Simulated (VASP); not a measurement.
# BN (F-43m) in VASP: a series of runs

The runs below take BN through dielectric tensor, with LDA.

All numbers are computed with VASP 6.6.1; they aren't measurements. Logs are shortened: lines on timing, memory, paths and dates and some standing lists are left out, and cuts for length are marked.

## 1. Starting point

The structure is cubic, space group F-43m (No. 216). The conventional cell has a = 3.626 Å, b = 3.626 Å, c = 3.626 Å, α = 90.00°, β = 90.00°, γ = 90.00°. N (site symmetry -43m) has 4 B at 1.57 Å as nearest neighbours. B (site symmetry -43m) is surrounded by 4 N at 1.57 Å.

The cell is a database's computed one.

## 2. Dielectric tensor, LDA

The input, INCAR:

```
ALGO = Normal
EDIFF = 1E-8
ENCUT = 400
ISIF = 2
ISMEAR = 0
LASPH = True
LCHARG = False
LEPSILON = True
LREAL = False
LWAVE = False
NELM = 100
PREC = Accurate
SIGMA = 0.01
```

The input, KPOINTS:

```
k-points
0
Gamma
  10 10 10
```

The input, POSCAR:

```
BN
1.0
    0.0000000000      1.8130010000      1.8130010000
    1.8130010000      0.0000000000      1.8130010000
    1.8130010000      1.8130010000      0.0000000000
N B
1 1
Direct
    0.2500000000      0.2500000000      0.2500000000
    0.0000000000      0.0000000000      0.0000000000
```

Potentials or basis: VASP PAW LDA potentials, release 64 (N, B).

Launch:

```sh
$ cat potpaw_LDA.64/N/POTCAR potpaw_LDA.64/B/POTCAR > POTCAR
$ mpirun -np 1 vasp_std > vasp.out
```

OUTCAR:

```text
EDIFF = 1E-8
   ENCUT = 400
   ISIF = 2
   ISMEAR = 0
   LASPH = True
   LEPSILON = True
   LREAL = False
   NELM = 100
   PREC = Accurate

 Found     47 irreducible k-points:

 Following reciprocal coordinates:
            Coordinates               Weight
  0.000000  0.000000  0.000000      1.000000
  0.100000  0.000000  0.000000      8.000000
  0.200000  0.000000  0.000000      8.000000
  0.300000  0.000000  0.000000      8.000000
  0.400000  0.000000  0.000000      8.000000
  0.500000  0.000000  0.000000      4.000000
   k-points           NKPTS =     47   k-points in BZ     NKDIM =     47   number of bands    NBANDS=      8
   number of dos      NEDOS =    301   number of ions     NIONS =      2
   total plane-waves  NPLWV =   5832
   dimension x,y,z NGX =    18 NGY =   18 NGZ =   18
   dimension x,y,z NGXF=    36 NGYF=   36 NGZF=   36
   ions per type =               1   1
   NGX,Y,Z   is equivalent  to a cutoff of  11.67, 11.67, 11.67 a.u.
   NGXF,Y,Z  is equivalent  to a cutoff of  23.34, 23.34, 23.34 a.u.
 SYSTEM =  unknown system
   PREC   = accura    normal or accurate (medium, high low for compatibility)
   ISTART =      0    job   : 0-new  1-cont  2-samecut
   ICHARG =      2    charge: 1-file 2-atom 10-const
   ISPIN  =      1    spin polarized calculation?
   LNONCOLLINEAR =      F non collinear calculations
   LSORBIT =      F    spin-orbit coupling
   LASPH  =      T    aspherical Exc in radial PAW
   ENCUT  =  400.0 eV  29.40 Ry    5.42 a.u.   4.18  4.18  4.18*2*pi/ulx,y,z
   NELM   =    100;   NELMIN=  2; NELMDL= -5     # of ELM steps
   EDIFF  = 0.1E-07   stopping-criterion for ELM
   LREAL  =      F    real-space projection
   EDIFFG = 0.1E-06   stopping-criterion for IOM
   NSW    =      0    number of steps for IOM
   IBRION =     -1    ionic relax: 0-MD 1-quasi-New 2-CG
   NFREE  =      0    steps in history (QN), initial steepest desc. (CG)
   ISIF   =      2    stress and relaxation
   ISYM   =      2    0-nonsym 1-usesym 2-fastsym
   POTIM  = 0.5000    time-step for ionic-motion
   TEBEG  =    0.0;   TEEND  =   0.0 temperature during run
   PSTRESS=    0.0 pullay stress
   NELECT =       8.0000    total number of electrons
   NUPDOWN=      -1.0000    fix difference up-down
   EMIN   =  10.00;   EMAX   =-10.00  energy-range for DOS
   EFERMI =   0.00;   METHOD = LEGACY
   ISMEAR =     0;   SIGMA  =   0.01  broadening in eV -4-tet -1-fermi 0-gaus
   EFERMI_NEDOS =   21; number of points for ismear=-14 and -15
   IALGO  =     38    algorithm
   IMIX   =      4    mixing-type and parameters
     AMIX     =   0.40;   BMIX     =  1.00
     AMIX_MAG =   1.60;   BMIX_MAG =  1.00
  volume/ion in A,a.u.               =       5.96        40.22
[... 116 lines left out ...]
      0.00000      0.00000      0.00000        -0.000000     -0.000000     -0.000000
 -----------------------------------------------------------------------------------
    total drift:                               -0.000000     -0.000000     -0.000000

  FREE ENERGIE OF THE ION-ELECTRON SYSTEM (eV)
  ---------------------------------------------------
  free  energy   TOTEN  =       -19.3978597002 eV

  energy  without entropy=      -19.3978597002  energy(sigma->0) =      -19.39785970

 HEAD OF MICROSCOPIC STATIC DIELECTRIC TENSOR (INDEPENDENT PARTICLE, excluding Hartree and local field effects)
 ------------------------------------------------------
           4.758034     0.000000    -0.000000
           0.000000     4.758034     0.000000
          -0.000000     0.000000     4.758034
 ------------------------------------------------------

 Free energy of the ion-electron system (eV)
  ---------------------------------------------------
  ---------------------------------------------------
  free energy    TOTEN  =        -0.12592008 eV

  energy without entropy =       -0.12592008

------------------------ aborting loop because EDIFF is reached ----------------------------------------

--------------------------------------- Ionic step        2  -------------------------------------------

------------------------ aborting loop because EDIFF is reached ----------------------------------------

--------------------------------------- Ionic step        3  -------------------------------------------

 Free energy of the ion-electron system (eV)
  ---------------------------------------------------
  ---------------------------------------------------
  free energy    TOTEN  =        -0.12592001 eV

  energy without entropy =       -0.12592001

------------------------ aborting loop because EDIFF is reached ----------------------------------------

 PIEZOELECTRIC TENSOR FIELD DIRECTION 3  (e Angst)
 -----------------------------------------------------------------------------
    -0.00030 -0.75785  0.00000           ( -0.00000 -0.01104  0.00000)
    -0.75785 -0.00030  0.00000           ( -0.01104 -0.00000  0.00000)
     0.00000  0.00000  0.00021           (  0.00000  0.00000 -0.00000)

 PIEZOELECTRIC TENSOR FIELD DIRECTION 3  (C/m^2)
 -----------------------------------------------------------------------------
    -0.00041 -1.01875  0.00000
    -1.01875 -0.00041  0.00000
     0.00000  0.00000  0.00029

 MACROSCOPIC STATIC DIELECTRIC TENSOR (including local field effects in DFT)
 ------------------------------------------------------
           4.600355     0.000000     0.000000
           0.000000     4.600355     0.000000
          -0.000000    -0.000000     4.600355
 ------------------------------------------------------

 PIEZOELECTRIC TENSOR (including local field effects)  for field in x, y, z        (e  Angst)
          XX          YY          ZZ          XY          YZ          ZX
  --------------------------------------------------------------------------------
  x     0.00000     0.00000    -0.00000     0.00000    -0.75842     0.00000
  y    -0.00000    -0.00000    -0.00000     0.00000     0.00000    -0.75842
  z    -0.00000    -0.00000     0.00000    -0.75842     0.00000     0.00000

 PIEZOELECTRIC TENSOR (including local field effects)  for field in x, y, z        (C/m^2)
          XX          YY          ZZ          XY          YZ          ZX
  --------------------------------------------------------------------------------
  x     0.00000     0.00000    -0.00000     0.00000    -1.01952     0.00000
  y    -0.00000    -0.00000    -0.00000     0.00000     0.00000    -1.01952
  z    -0.00000    -0.00000     0.00000    -1.01952     0.00000     0.00000

 BORN EFFECTIVE CHARGES (including local field effects) (in |e|, cummulative output)
 ---------------------------------------------------------------------------------
 ion    1
    1    -1.88669     0.00000     0.00000
    2     0.00000    -1.88669    -0.00000
    3     0.00000     0.00000    -1.88669
 ion    2
    1     1.88669     0.00000    -0.00000
    2     0.00000     1.88669     0.00000
    3    -0.00000     0.00000     1.88669
```

Wall time 62 s (1 thread of AMD EPYC 7R43 (Zen 3), shared host); peak memory 0.1 GiB.

The run converged, but some of its settings lie outside the range that counts as converged, so its numbers aren't taken as properties of the crystal.

Results:

| Quantity | Value |
| --- | --- |
| Band gap on the k mesh | 4.30 eV, indirect (least direct gap 8.61 eV) |
| Electronic dielectric tensor (diagonal) | 4.60 |
| Born charges (mean of the diagonal) | N -1.89; B +1.89 e |

## 3. Dielectric tensor, LDA

Changes to INCAR since step 2:

```diff
@@ -2,3 +2,3 @@
 EDIFF = 1E-8
-ENCUT = 400
+ENCUT = 460
 ISIF = 2
```

KPOINTS is that of step 2.

POSCAR is that of step 2.

Potentials or basis: VASP PAW LDA potentials, release 64 (N, B).

Launch:

```sh
$ cat potpaw_LDA.64/N/POTCAR potpaw_LDA.64/B/POTCAR > POTCAR
$ mpirun -np 1 vasp_std > vasp.out
```

OUTCAR:

```text
EDIFF = 1E-8
   ENCUT = 460
   ISIF = 2
   ISMEAR = 0
   LASPH = True
   LEPSILON = True
   LREAL = False
   NELM = 100
   PREC = Accurate

 Found     47 irreducible k-points:

 Following reciprocal coordinates:
            Coordinates               Weight
  0.000000  0.000000  0.000000      1.000000
  0.100000  0.000000  0.000000      8.000000
  0.200000  0.000000  0.000000      8.000000
  0.300000  0.000000  0.000000      8.000000
  0.400000  0.000000  0.000000      8.000000
  0.500000  0.000000  0.000000      4.000000
   k-points           NKPTS =     47   k-points in BZ     NKDIM =     47   number of bands    NBANDS=      8
   number of dos      NEDOS =    301   number of ions     NIONS =      2
   total plane-waves  NPLWV =   5832
   dimension x,y,z NGX =    18 NGY =   18 NGZ =   18
   dimension x,y,z NGXF=    36 NGYF=   36 NGZF=   36
   ions per type =               1   1
   NGX,Y,Z   is equivalent  to a cutoff of  11.67, 11.67, 11.67 a.u.
   NGXF,Y,Z  is equivalent  to a cutoff of  23.34, 23.34, 23.34 a.u.
 SYSTEM =  unknown system
   PREC   = accura    normal or accurate (medium, high low for compatibility)
   ISTART =      0    job   : 0-new  1-cont  2-samecut
   ICHARG =      2    charge: 1-file 2-atom 10-const
   ISPIN  =      1    spin polarized calculation?
   LNONCOLLINEAR =      F non collinear calculations
   LSORBIT =      F    spin-orbit coupling
[... 178 lines left out ...]
  free energy    TOTEN  =        -0.12592238 eV

  energy without entropy =       -0.12592238

------------------------ aborting loop because EDIFF is reached ----------------------------------------

 PIEZOELECTRIC TENSOR FIELD DIRECTION 3  (e Angst)
 -----------------------------------------------------------------------------
    -0.00031 -0.76254  0.00000           ( -0.00000 -0.01089  0.00000)
    -0.76254 -0.00031  0.00000           ( -0.01089 -0.00000  0.00000)
     0.00000  0.00000  0.00021           (  0.00000  0.00000 -0.00000)

 PIEZOELECTRIC TENSOR FIELD DIRECTION 3  (C/m^2)
 -----------------------------------------------------------------------------
    -0.00041 -1.02506  0.00000
    -1.02506 -0.00041  0.00000
     0.00000  0.00000  0.00029

 MACROSCOPIC STATIC DIELECTRIC TENSOR (including local field effects in DFT)
 ------------------------------------------------------
           4.600718     0.000000    -0.000000
          -0.000000     4.600718     0.000000
           0.000000    -0.000000     4.600718
 ------------------------------------------------------

 PIEZOELECTRIC TENSOR (including local field effects)  for field in x, y, z        (e  Angst)
          XX          YY          ZZ          XY          YZ          ZX
  --------------------------------------------------------------------------------
  x     0.00000    -0.00000    -0.00000     0.00000    -0.76312     0.00000
  y     0.00000    -0.00000    -0.00000     0.00000     0.00000    -0.76312
  z    -0.00000    -0.00000    -0.00000    -0.76312     0.00000     0.00000

 PIEZOELECTRIC TENSOR (including local field effects)  for field in x, y, z        (C/m^2)
          XX          YY          ZZ          XY          YZ          ZX
  --------------------------------------------------------------------------------
  x     0.00000    -0.00000    -0.00000     0.00000    -1.02584     0.00000
  y     0.00000    -0.00000    -0.00000     0.00000     0.00000    -1.02584
  z    -0.00000    -0.00000    -0.00000    -1.02584     0.00000     0.00000

 BORN EFFECTIVE CHARGES (including local field effects) (in |e|, cummulative output)
 ---------------------------------------------------------------------------------
 ion    1
    1    -1.88991    -0.00000     0.00000
    2     0.00000    -1.88991    -0.00000
    3     0.00000     0.00000    -1.88991
 ion    2
    1     1.88991     0.00000    -0.00000
    2    -0.00000     1.88991     0.00000
    3    -0.00000     0.00000     1.88991
```

stdout:

```text
POSCAR found type information on POSCAR N B
 POSCAR found :  2 types and       2 ions
 scaLAPACK will be used
 LDA part: xc-table for (Slater(with rela. corr.)+CA(PZ))
 , standard interpolation
 POSCAR, INCAR and KPOINTS ok, starting setup
 FFT: planning ... GRIDC
 FFT: planning ... GRID_SOFT
 FFT: planning ... GRID
 WAVECAR not read
 entering main loop
 Linear response reoptimize wavefunctions to high precision
 Linear response G [H, r] |phi>, progress :
  Direction:   1
 Linear response G [H, r] |phi>, progress :
  Direction:   2
 Linear response G [H, r] |phi>, progress :
  Direction:   3
 Linear response to external field (no local field effect), progress :
  Direction:   1
 dielectric tensor                  component  1 :     5.451     1.881     0.498
 Linear response to external field (no local field effect), progress :
  Direction:   2
 dielectric tensor                  component  2 :     1.881     5.437    -0.630
 Linear response to external field (no local field effect), progress :
  Direction:   3
 dielectric tensor                  component  3 :     0.497    -0.630     3.387
 Linear response to external field, progress :
  Direction:   1
 dielectric tensor                  component  1 :     4.601     0.688     0.446
 Linear response to external field, progress :
  Direction:   2
 dielectric tensor                  component  2 :     0.569     4.601     0.405
 Linear response to external field, progress :
  Direction:   3
 dielectric tensor                  component  3 :     0.461     0.674     4.601
 Born effective charges drift removed
```

Wall time 78 s (1 thread of AMD EPYC 7R43 (Zen 3), shared host); peak memory 0.1 GiB.

These settings aren't checked as converged: the numbers below hold their error.

Results:

```
Band gap on the k mesh                  : 4.33 eV, indirect (least direct gap 8.64 eV)
Electronic dielectric tensor (diagonal) : 4.60
Born charges (mean of the diagonal)     : N -1.89; B +1.89 e
```
